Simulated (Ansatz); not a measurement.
## TiAl: one atom moved over a plane

These are results of Ansatz, DFT PBEsol, scalar-relativistic, plane waves, PAW, not measurements. Settings: plane waves to 420 eV, k-mesh 18×18×10 (Γ-centred), Gaussian smearing 0.15 eV. No spin polarisation. Energies are free energies at this smearing, counted from the undisturbed cell; pressure is positive in compression.

The undisturbed cell (as given, not relaxed at this level; it stands at -2.8 GPa, and it needn't be the usual structure):

```yaml
crystal:
  lattice:
    - [2.86726, 0.00000, 0.00000]
    - [-1.43363, 2.48312, 0.00000]
    - [0.00000, 0.00000, 4.67808]
  atoms:
    - { symbol: Ti, position: [0.00000, 0.00000, 0.00000] }
    - { symbol: Al, position: [0.33333, 0.66667, 0.50000] }
```

Atom 1 (Ti) is moved by p along (1.000, 0.000, 0.000) and q along (0.000, 1.000, 0.000) (Å), all else fixed. Points are written (p, q).

Energy above the undisturbed cell in eV/cell (a dash: not computed):

| p \ q | -0.200 | -0.100 | 0.000 | 0.100 | 0.200 |
| --- | --- | --- | --- | --- | --- |
| -0.200 | 0.09 | 0.06 | ? | ? | 0.06 |
| -0.100 | 0.05 | 0.02 | 0.01 | 0.02 | 0.05 |
| 0.000 | 0.03 | 0.01 | 0.00 | ? | 0.04 |
| 0.100 | 0.05 | 0.02 | 0.01 | 0.02 | 0.05 |
| 0.200 | 0.09 | 0.06 | ? | ? | 0.06 |

(1) Fill in the withheld energies.

## Answers

(1) (-0.200, 0.000): 0.04; (-0.200, 0.100): 0.04; (0.000, 0.100): 0.01; (0.200, 0.000): 0.04; (0.200, 0.100): 0.04.